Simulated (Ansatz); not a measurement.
# ReS2 monolayer (2H): a soft mode frozen in

Which phase does ReS2 monolayer (2H) fall into along its unstable mode, and how much energy does it gain?

Calculated with Ansatz 0.2.0; DFT PBE, scalar-relativistic, plane waves, PAW.

### Step 1. Set-up

The cell holds 3 atoms: 1 Re and 2 S. Its edges and angles: a = 3.313 Å, b = 3.313 Å, c = 30.000 Å, α = 90.0°, β = 90.0°, γ = 120.0°. Vacuum lies along c.

### Step 2. Response at finite wavevector

The cell comes from relaxations at this level that are not shown. Stability and thermal properties need the whole zone. Linear response on a 6×6×1 q mesh gives force constants as far as a supercell of that size would.

Contents of input.yaml:

```yaml
crystal:
  lattice:
    - [3.3130927299, 0.0, 0.0]
    - [-1.6565463649, 2.8692224692, 0.0]
    - [0.0, 0.0, 30.0]
  atoms:
    - { symbol: Re, position: [0.3333333333, 0.6666666667, 0.3333333333] }
    - { symbol: S, position: [0.6666666667, 0.3333333333, 0.3814109508] }
    - { symbol: S, position: [0.6666666667, 0.3333333333, 0.2852557159] }
  periodic: [true, true, false]
kpoints:
  mp_grid: { grid: [18, 18, 1] }
hamiltonian:
  xc: pbe
scf:
  occupations: { method: methfessel_paxton, width: 0.15 }
output:
  eigenvalues: true
phonons:
  method: dfpt
  qmesh: [6, 6, 1]
  temperatures: { t_max: 1000, t_step: 50 }
  qpath:
    path:
      - [0.0, 0.0, 0.0]
      - [0.5, 0.0, 0.0]
      - [0.33333333, 0.33333333, 0.0]
      - [0.0, 0.0, 0.0]
    npoints: 10
```

The run is started by

```
ansatz run input.yaml --threads 8 --pin off --max-ram 14336MiB --backend cpu --events-out ev --progress --plain --runs-dir out
```

Numbers of over 12 decimals in the logs are rounded to 6 here.

What it wrote:

```text
Engine: ansatz 0.2.0, aarch64-unknown-linux-gnu
Pseudopotentials: kind: paw
Pseudopotential: Re, paw, valence charge 15, recommended cutoff 420 eV (normal), Re.paw.azcp
Pseudopotential: S, paw, valence charge 6, recommended cutoff 420 eV (normal), S.paw.azcp
Functional definition: PBE
  parameter kappa = 0.804
  parameter beta = 0.066725
  exchange = pbe_x(kappa = kappa, mu = beta*pi^2/3)
  correlation = pbe_c(beta = beta)
Crystal: 3 atoms, lattice volume = 285.180 Å³
Basis set: ecut = 420 eV, 5657 PW (Γ), exchange–correlation on 48×48×432 points (8 copies of the dense FFT grid, shifted against one another)
Bands: 18, of which v1, the nominal top of the filled ones, is band 14 counted from 1 (13 counted from 0)
Symmetry: 12 space group operations
k-points: 37 of 324 (time reversal used)
Non-local potential: Re, projectors of the file, l = 0: 3, l = 1: 2, l = 2: 2, l = 3: 1
Non-local potential: S, projectors of the file, l = 0: 2, l = 1: 2, l = 2: 2
PAW form: soft (Blöchl's): semilocal exchange-correlation on the pseudo side does not see the compensation charge
PAW one-centre angular grid: Re, 590 points (default); XC on 64 Gauss nodes
PAW one-centre angular grid: S, 110 points (default); XC on 64 Gauss nodes
Initial density: superposition of atomic densities (neutral atoms: chi_scale 0, normalization atom), corrected by the library's trained network
Initial wavefunctions: pseudopotential atomic-orbital guess
Functional: x = pbe(κ = 0.804, μ = 0.219515), c = pbe(β = 0.066725)
SCF iter   1: F=—  HF=-12673.011740 eV  |F-HF|=—  |Δ(HF+E_count)|=         —  Δρ=5.11e-3  dr2=1.25e-1  ethr=1.77e-3  ⟨swp⟩=13.4  Hψ=6243  notcnv=0
preconditioner: auto → LDOS  [metal: Δε(μ)=0.059 eV  Ē_g=8.704 eV  σ=0.150 eV  W_gap=0.33  n_scr=16 (ndim 8)  ℏωp=9.6 eV  f_vac=0.772  D(μ)=2.31/eV (n_scr^D=10)  β→1.0]
SCF iter   2: F=—  HF=-12672.998880 eV  |F-HF|=—  |Δ(HF+E_count)|=   1.29e-2  S|Δr|=    0.00e0  Δρ=1.62e-3  dr2=3.92e-3  ethr=4.62e-4  ⟨swp⟩=2.9  Hψ=1504  notcnv=0
SCF iter   3: F=—  HF=-12672.999305 eV  |F-HF|=—  |Δ(HF+E_count)|=   4.24e-4  S|Δr|=    0.00e0  Δρ=6.41e-4  dr2=3.30e-3  ethr=1.45e-5  ⟨swp⟩=3.7  Hψ=1801  notcnv=0
SCF iter   4: F=—  HF=-12672.998844 eV  |F-HF|=—  |Δ(HF+E_count)|=   4.60e-4  S|Δr|=    0.00e0  Δρ=2.02e-4  dr2=9.69e-5  ethr=1.22e-5  ⟨swp⟩=2.6  Hψ=966  notcnv=0
SCF iter   5: F=—  HF=-12672.998840 eV  |F-HF|=—  |Δ(HF+E_count)|=   4.49e-6  S|Δr|=    0.00e0  Δρ=3.75e-5  dr2=2.40e-6  ethr=3.59e-7  ⟨swp⟩=3.2  Hψ=1358  notcnv=0
SCF iter   6: F=—  HF=-12672.998847 eV  |F-HF|=—  |Δ(HF+E_count)|=   7.07e-6  S|Δr|=    0.00e0  Δρ=8.57e-6  dr2=1.40e-7  ethr=8.90e-9  ⟨swp⟩=3.6  Hψ=1611  notcnv=0
SCF iter   7: F=—  HF=-12672.998847 eV  |F-HF|=—  |Δ(HF+E_count)|=   3.95e-7  S|Δr|=    0.00e0  Δρ=2.54e-6  dr2=2.93e-8  ethr=5.20e-10  ⟨swp⟩=3.5  Hψ=1578  notcnv=0
SCF iter   8: F=—  HF=-12672.998847 eV  |F-HF|=—  |Δ(HF+E_count)|=   3.10e-8  S|Δr|=    0.00e0  Δρ=6.63e-7  dr2=8.58e-10  ethr=1.09e-10  ⟨swp⟩=3.4  Hψ=1474  notcnv=0
SCF iter   9: F=—  HF=-12672.998847 eV  |F-HF|=—  |Δ(HF+E_count)|=   1.76e-8  S|Δr|=    0.00e0  Δρ=1.41e-7  dr2=6.56e-11  ethr=3.18e-12  ⟨swp⟩=3.6  Hψ=1523  notcnv=0
SCF iter  10: F=-12672.998847 eV  HF=-12672.998847 eV  |F-HF|=1.82e-12  |Δ(HF+E_count)|=   1.76e-9  S|Δr|=    0.00e0  Δρ=1.91e-8  dr2=5.25e-13  ethr=1.00e-12  ⟨swp⟩=14.8  Hψ=6045  notcnv=0
SCF 1 converged in 10 iterations: F = -12672.998847 eV  dr2 = 5.25e-13
  greatest PAW one-centre occupation: 1.000 electrons in one spin orbital (limit 2), on the Re atom at site 0 (counted from 0), in its partial waves of l = 0
phonons: the bands overlap, so this run is a metal and interpolates without the dipole-dipole term. If the crystal is really an insulator or semiconductor, its LO-TO splitting is missing
NSCF: frozen V_eff on 37 k-points
WARN: eigensolver did not converge (k=0): 1 band(s) unlocked after 2 eigensolves, warm-restarted (20 sweeps on the last) at ethr=1.10e-12 eV (storage-precision floor; scheduled 1.00e-12 eV) (lowest unlocked band 17, counted from 0; max residual 5.48e-6 eV among the unlocked bands, 5.48e-6 eV over every band; other slots of this pass that fall short are told together in one closing line; warning suppressed until the next SCF loop or pass starts)
WARN: eigensolver did not converge in 20 slots of this pass, the one above among them; of largest residual over every band (k=20): 1 band(s) unlocked (lowest unlocked band 17, counted from 0; max residual 7.80e-4 eV among the unlocked bands, 7.80e-4 eV over every band); of lowest unlocked band (k=0): band 17
NSCF: frozen V_eff on 91 k-points
DFPT response loops at q = (0, 0, 0) (fractional): preconditioner auto → none (partly filled bands, converged f_vac=0.775); β = 0.50; Broyden in place of MSR1
NSCF: frozen V_eff on 342 k-points
DFPT response loops at q = (0, 0.166667, 0) (fractional): mixed as the last ones told, above
NSCF: frozen V_eff on 342 k-points
DFPT response loops at q = (0, 0.333333, 0) (fractional): mixed as the last ones told, above
NSCF: frozen V_eff on 182 k-points
DFPT response loops at q = (0, -0.5, 0) (fractional): mixed as the last ones told, above
NSCF: frozen V_eff on 648 k-points
DFPT response loops at q = (0.166667, 0.166667, 0) (fractional): mixed as the last ones told, above
NSCF: frozen V_eff on 648 k-points
DFPT response loops at q = (0.166667, 0.333333, 0) (fractional): mixed as the last ones told, above
NSCF: frozen V_eff on 342 k-points
DFPT response loops at q = (0.333333, 0.333333, 0) (fractional): mixed as the last ones told, above
SCF converged after 10 iterations
Stability not checked: this state was not tested for a lower state beside it, because cold or Methfessel-Paxton smearing, or corrected tetrahedra, fill the levels in a way that the test cannot read (fill_not_monotonic; see scf.lower_state_search)
Free energy (F): -12672.998847 eV
Harris-Foulkes:  -12672.998847 eV  (|F-HF|=1.82e-12)
Internal energy: -12672.995478 eV  (E = F + TS)
E sigma→0 (E₀):  -12672.998005 eV
Entropy (-TS):   -0.003370 eV (-1.123 meV/atom)
Fermi energy:    -4.092332 eV
--- Per-component energies (eV) ---
  E_band       = -662.064812
  E_kinetic    = 753.996169
  E_local      = -44765.042517  (includes V_loc(G=0)·N_el)
  E_nonlocal   = 107.457493
  E_hartree    = 21936.138788
  E_xc         = -596.862324
  E_vxc        = -477.313117  (∫ρ·V_xc dr)
  E_paw        = -9859.961897  (= ΣΔE_a)
  E_vpaw       = -153.440385  (= ΣTr[D̂ρ^β])
  E_aug_tail   = -0.000074  (compensation charges beyond the density's cutoff)
  E_ewald      = 19751.278885
  E_smearing   = -0.003370  (= −TS)
  E_closure    = 0.000000  (closes the sum)
  Σ components = -12672.998847   (vs F -12672.998847, Δ=0.00e0)
--- Band table (eV; the first three rows and the last of 37) ---
  k-point 0: bands = [... 10 lower, -8.2393, -7.1837, -5.5924, -3.4877, -3.4877, -2.9498, -2.9498, -1.2370]
  k-point 1: bands = [... 10 lower, -8.3037, -7.0840, -5.6470, -3.5433, -3.3999, -3.0445, -3.0062, -1.0401]
  k-point 2: bands = [... 10 lower, -8.4771, -6.9241, -5.8201, -3.6318, -3.2411, -3.1612, -3.1597, -0.5721]
  k-point 36: bands = [... 10 lower, -8.8775, -7.7577, -6.3549, -5.3175, -2.5721, -2.3759, -1.3532, 0.7362]
--- Phonons (Γ-DFPT): 4 representative perturbations + reference (Σ response iterations 21) ---
  ASR residual: 3.608e-5 → 0.000e0 eV/Å²; symmetrization residual: 2.653e-6 eV/Å²
  ASR residual per site (eV/Å²): 2.49e-5 3.61e-5 3.61e-5
  Γ frequencies (cm⁻¹): 0.00 0.00 0.00 275.98 275.98 320.68 320.68 366.32 387.06
--- Phonons (arbitrary-q DFPT): 7 irreducible q on the 6×6×1 mesh ---
  q = [0.0000, 0.0000, 0.0000] (star 1, of the zone-centre solve; hermiticity 2.25e-7, symmetrization 3.03e-11): -0.00 0.00 0.00 275.98 275.98 320.68 320.68 366.32 387.06
  q = [0.0000, 0.1667, 0.0000] (star 6, 6 solved perturbations on 171 of 324 k-point pairs; hermiticity 6.12e-7, symmetrization 4.76e-10): -15.88 28.53 66.67 281.88 282.13 319.61 323.73 339.13 377.94
  q = [0.0000, 0.3333, 0.0000] (star 6, 6 solved perturbations on 171 of 324 k-point pairs; hermiticity 7.65e-7, symmetrization 8.23e-10): 29.21 32.43 75.25 280.10 290.04 306.96 312.15 322.81 365.47
  q = [0.0000, -0.5000, 0.0000] (star 3, 6 solved perturbations on 91 of 324 k-point pairs; hermiticity 1.56e-5, symmetrization 2.06e-6): -127.49 50.33 99.35 284.80 287.34 306.72 309.20 333.15 362.56
  q = [0.1667, 0.1667, 0.0000] (star 6, 4 solved perturbations in 990 linear systems a pass and spin channel, the states on 324 of 324 k-point pairs; hermiticity 7.63e-7, symmetrization 2.74e-10): -63.20 64.88 87.71 274.71 296.08 309.93 314.29 319.69 362.35
  q = [0.1667, 0.3333, 0.0000] (star 12, 6 solved perturbations on 324 of 324 k-point pairs: no pair is spared here; hermiticity 4.72e-7, symmetrization 1.22e-10): -115.71 46.21 95.76 275.47 290.20 306.96 312.98 324.57 351.46
  q = [0.3333, 0.3333, 0.0000] (star 2, 4 solved perturbations in 470 linear systems a pass and spin channel, the states on 171 of 324 k-point pairs; hermiticity 7.35e-7, symmetrization 8.98e-8): -106.67 -49.37 104.91 274.83 289.17 310.28 318.33 324.45 346.92
  sum rule: each row above includes the acoustic sum rule's correction from the zone centre's row sums; it moved no ω² by more than (0.55 cm⁻¹)²
  mesh force constants: q→R imaginary residual 1.36e-18; ASR residual 3.608e-5 → 0.000e0 eV/Å²; symmetrization residual 8.882e-15 eV/Å²
  interpolated dispersion: 31 rows × 9 modes
  density of states and harmonic sums: on the 24×24×1 q-mesh, interpolated from the force constants of a 6×6×1 supercell (no non-analytic term)
  largest difference from the sums on the solved wave vectors: F 2.70e-2 eV, S 3.60e-5 and C_V 9.87e-6 eV/K
  zero-point energy: 0.124633 eV/cell   skipped modes (ω ≤ 0): 66, of them read as no rigid motion or as one in doubt: 63 (1.043e0 modes/cell left out, lowest -129.48 cm⁻¹)   left out of the sums: 1.17e-1 of the cell's modes: C_V's classical limit lies that fraction below 3 k_B per atom; for a crystal, a wire or a layer, F and S can be off by more, and a phonons.interpolated_qmesh denser along its periods is the remedy for the sampling
```

Run time: 8.7 min. Hardware: 8 threads of Arm Neoverse V2, shared host; peak memory 3.6 GiB.

This step gave:

- gap on the k-mesh: 0 eV
- sum-rule residual before enforcement: 3.61e-5 eV/Å²
- lowest frequency on the path: -129.8 cm⁻¹
- point group: -6m2
- highest frequency on the path or at a solved wavevector: 387.1 cm⁻¹
- area per atom: 3.169 Å²
- highest optical mode at the zone centre (no LO-TO term): 387.1 cm⁻¹
- lowest optical zone-centre mode: 276.0 cm⁻¹
- lowest mode on the q mesh (acoustic modes at Γ apart): -127.5 cm⁻¹

Frequencies (cm⁻¹) solved at each irreducible wavevector; negative means imaginary. Frequencies by wavevector, by row:

| q in reciprocal lattice units | star | mode 1 | mode 2 | mode 3 | mode 4 | mode 5 | mode 6 | mode 7 | mode 8 | mode 9 |
| --- | --- | --- | --- | --- | --- | --- | --- | --- | --- | --- |
| 0 0 0 | 1 | 0 | 0 | 0 | 276 | 276 | 320.7 | 320.7 | 366.3 | 387.1 |
| 0 0.1667 0 | 6 | -15.9 | 28.5 | 66.7 | 281.9 | 282.1 | 319.6 | 323.7 | 339.1 | 377.9 |
| 0 0.3333 0 | 6 | 29.2 | 32.4 | 75.2 | 280.1 | 290 | 307 | 312.1 | 322.8 | 365.5 |
| 0 -0.5 0 | 3 | -127.5 | 50.3 | 99.3 | 284.8 | 287.3 | 306.7 | 309.2 | 333.1 | 362.6 |
| 0.1667 0.1667 0 | 6 | -63.2 | 64.9 | 87.7 | 274.7 | 296.1 | 309.9 | 314.3 | 319.7 | 362.4 |
| 0.1667 0.3333 0 | 12 | -115.7 | 46.2 | 95.8 | 275.5 | 290.2 | 307 | 313 | 324.6 | 351.5 |
| 0.3333 0.3333 0 | 2 | -106.7 | -49.4 | 104.9 | 274.8 | 289.2 | 310.3 | 318.3 | 324.4 | 346.9 |

Interpolated from a 6×6×1 q mesh. Phonon branches along the path, in cm⁻¹:

| point | branch 1 | branch 2 | branch 3 | branch 4 | branch 5 | branch 6 | branch 7 | branch 8 | branch 9 |
| --- | --- | --- | --- | --- | --- | --- | --- | --- | --- |
| Γ | 0 | 0 | 0 | 276 | 276 | 321 | 321 | 366 | 387 |
| halfway | 14 | 54 | 80 | 282 | 288 | 316 | 318 | 322 | 371 |
| M | -128 | 50 | 99 | 285 | 287 | 307 | 309 | 333 | 363 |
| halfway | -128 | 39 | 101 | 278 | 288 | 308 | 313 | 329 | 351 |
| K | -107 | -49 | 105 | 275 | 289 | 310 | 318 | 324 | 347 |
| halfway | -63 | 65 | 88 | 275 | 296 | 310 | 314 | 320 | 362 |
| Γ | 0 | 0 | 0 | 276 | 276 | 321 | 321 | 366 | 387 |

The phonon branches as a text plot (rows in cm⁻¹):

```
    376 |*************                                ***********
    355 | ****        ********************************     *****
    333 |   ******    ***********************         *******
    312 |********************************************************
    290 |     ***********************************************
    269 |*****                    ***********************  ******
    247 |
    226 |
    204 |
    182 |
    161 |
    139 |
    118 |
     96 |               **************************  **
     75 |       ********                          *********
     53 |     **  **    ***********            ***    ***  **
     32 |   ******  ****           **        **          **  ***
     10 |*****    **                                       **   *
    -11 | ********                   *                     *****
    -33 |             **              **   **         *****
    -54 |                               ***         **
    -76 |
    -97 |               **               **    *****
   -119 |                 ***************  ****
         Γ                   M           K                      Γ
```

Symmetry leaves 7 wavevectors to solve. The lowest mode among them, the acoustic zeros apart, lies at q = (0, -0.5, 0) and is imaginary, 127.5i cm⁻¹, so the energy falls along it.

### Step 3. The mode frozen in, largest atomic shift 0 Å

The mode followed lies at q = (0, -0.5, 0) with frequency 127.5i cm⁻¹, the softest among the wavevectors solved. At small amplitude the distorted cell has space group no. 25 by a symmetry search on the positions. The undistorted cell that holds it gives the zero of energy on the same k mesh.

System of this step: ReS2 monolayer (2H). The cell holds 6 atoms: 2 Re and 4 S. Cell: a = 3.313 Å, b = 5.738 Å, c = 30.000 Å, α = 90.0°, β = 90.0°, γ = 90.0°. It derives from ReS2. Vacuum lies along c.

Contents of input.yaml:

```yaml
crystal:
  lattice:
    - [3.3130927299, 0.0, 0.0]
    - [1.0e-10, 5.7384449384, 0.0]
    - [0.0, 0.0, 30.0]
  atoms:
    - { symbol: Re, position: [1.0, 0.3333333333, 0.3333333333] }
    - { symbol: Re, position: [0.5, 0.8333333333, 0.3333333333] }
    - { symbol: S, position: [0.5, 0.1666666667, 0.3814109508] }
    - { symbol: S, position: [1.0, 0.6666666667, 0.3814109508] }
    - { symbol: S, position: [0.5, 0.1666666667, 0.2852557159] }
    - { symbol: S, position: [1.0, 0.6666666667, 0.2852557159] }
  periodic: [true, true, false]
kpoints:
  mp_grid: { grid: [10, 6, 1] }
hamiltonian:
  xc: pbe
scf:
  occupations: { method: methfessel_paxton, width: 0.15 }
output:
  forces: true
  stress: true
  eigenvalues: true
```

What it wrote:

```text
[...]
Crystal: 6 atoms, lattice volume = 570.360 Å³
Basis set: ecut = 420 eV, 11193 PW (Γ), exchange–correlation on 48×80×432 points (8 copies of the dense FFT grid, shifted against one another)
Bands: 33, of which v1, the nominal top of the filled ones, is band 27 counted from 1 (26 counted from 0)
Symmetry: 8 space group operations
[...]
k-points: 24 of 60 (time reversal used)
[...]
k-point 0: bands = [... 23 lower, -7.1842, -6.7890, -5.5936, -4.2294, -3.9498, -3.4887, -3.4882, -2.9505, ... 2 higher]
  k-point 1: bands = [... 23 lower, -6.9993, -6.9619, -5.7190, -4.1738, -3.8020, -3.5935, -3.2973, -3.1399, ... 2 higher]
  k-point 2: bands = [... 23 lower, -7.0420, -6.8633, -6.1176, -4.0005, -3.6285, -3.6066, -3.4151, -3.3732, ... 2 higher]
  k-point 23: bands = [... 23 lower, -7.4089, -6.7885, -6.7885, -4.2297, -4.2297, -3.9518, -3.9518, -2.0497, ... 2 higher]
[key lines of the parts left out:]
SCF converged after 7 iterations
Free energy (F): -25346.000688 eV
Fermi energy:    -4.091736 eV
P = ½ c Tr σ = -0.0292 N/m
```

Run time: 4.6 s. Hardware: 8 threads; peak memory 1.3 GiB.

This step gave:

| Item | Value |
| --- | --- |
| energy from the undistorted cell | 0 meV/atom |

### Step 4. The mode frozen in, largest atomic shift 0.14 Å

The atoms are moved along the unstable eigenvector, the largest shift by 0.14 Å, with the cell fixed.

Contents of input.yaml:

```yaml
crystal:
  lattice:
    - [3.3130927299, 0.0, 0.0]
    - [1.0e-10, 5.7384449384, 0.0]
    - [0.0, 0.0, 30.0]
  atoms:
    - { symbol: Re, position: [1.0, 0.3577301867, 0.3333333333] }
    - { symbol: Re, position: [0.5, 0.8089364799, 0.3333333333] }
    - { symbol: S, position: [0.5, 0.1575626125, 0.3793154807] }
    - { symbol: S, position: [1.0, 0.6757707208, 0.3835064209] }
    - { symbol: S, position: [0.5, 0.1575626125, 0.287351186] }
    - { symbol: S, position: [1.0, 0.6757707208, 0.2831602458] }
  periodic: [true, true, false]
kpoints:
  mp_grid: { grid: [10, 6, 1] }
hamiltonian:
  xc: pbe
scf:
  occupations: { method: methfessel_paxton, width: 0.15 }
output:
  forces: true
  stress: true
  eigenvalues: true
  write_density: true
  write_potential: true
  elf: true
  volumetric_format: npy
```

What it wrote:

```text
[...]
Crystal: 6 atoms, lattice volume = 570.360 Å³
Basis set: ecut = 420 eV, 11193 PW (Γ), exchange–correlation on 48×80×432 points (8 copies of the dense FFT grid, shifted against one another)
Bands: 33, of which v1, the nominal top of the filled ones, is band 27 counted from 1 (26 counted from 0)
Symmetry: 4 space group operations
[...]
k-points: 24 of 60 (time reversal used)
[...]
k-point 0: bands = [... 23 lower, -6.9469, -6.8093, -5.8004, -4.4756, -4.3625, -3.6210, -3.5835, -3.0976, ... 2 higher]
  k-point 1: bands = [... 23 lower, -7.0776, -6.7247, -5.9075, -4.4178, -4.4032, -3.6874, -3.4420, -3.0905, ... 2 higher]
  k-point 2: bands = [... 23 lower, -7.1194, -6.6633, -6.2443, -4.5034, -4.4480, -3.7218, -3.0983, -3.0335, ... 2 higher]
  k-point 23: bands = [... 23 lower, -6.9932, -6.8813, -6.7595, -4.5029, -4.4638, -3.8291, -3.5139, -3.1566, ... 2 higher]
[key lines of the parts left out:]
SCF converged after 8 iterations
Free energy (F): -25346.076500 eV
Fermi energy:    -4.492053 eV
P = ½ c Tr σ = -1.4988 N/m
```

Wall time 7.7 s (8 threads); peak memory 1.4 GiB; 57 s of CPU time.

This step gave:

| Quantity | Value |
| --- | --- |
| energy from the undistorted cell | -12.90 meV/atom |

The energy, extrapolated to zero smearing, is -12.90 meV/atom against the undistorted cell.

### Step 5. Energy along the mode, all amplitudes (two of the runs are shown above)

An imaginary frequency means negative curvature, so the energy should fall and then rise again as anharmonic terms take over.

Numbers from this step:

| Quantity | Value |
| --- | --- |
| depth at the lowest point sampled | 12.90 meV/atom |
| largest atomic shift at that point | 0.14 Å |

Energy from the parent against largest atomic shift:

| largest atomic shift (Å) | energy from the parent (meV/atom) |
| --- | --- |
| 0.000 | 0 |
| 0.040 | -3.10 |
| 0.080 | -9.75 |
| 0.140 | -12.9 |
| 0.220 | -1.28 |
| 0.320 | 41.6 |

Displacement at unit largest shift by atom:

| atom | x (Å) | y (Å) | z (Å) | size |
| --- | --- | --- | --- | --- |
| Re1 | 0.00 | 1.00 | 0.00 | 1.00 |
| Re2 | 0.00 | -1.00 | 0.00 | 1.00 |
| S3 | 0.00 | -0.37 | -0.45 | 0.58 |
| S4 | 0.00 | 0.37 | 0.45 | 0.58 |
| S5 | 0.00 | -0.37 | 0.45 | 0.58 |
| S6 | 0.00 | 0.37 | -0.45 | 0.58 |

The lowest of the steps tried is at 0.14 Å, 12.9 meV/atom below the parent; the bottom of the well need not coincide with a step.

(Part 1 of 3 ends here.)

[Logs are printed without paths, hosts, clocks, repeated set-up lines and the standing remarks that a program may print on its own settings, such as how far it seeks lower states.]

[Hosts, paths, dates, database ids (printed as entryN), source tags and the programs' standing remarks are cut or masked in the printed files.]
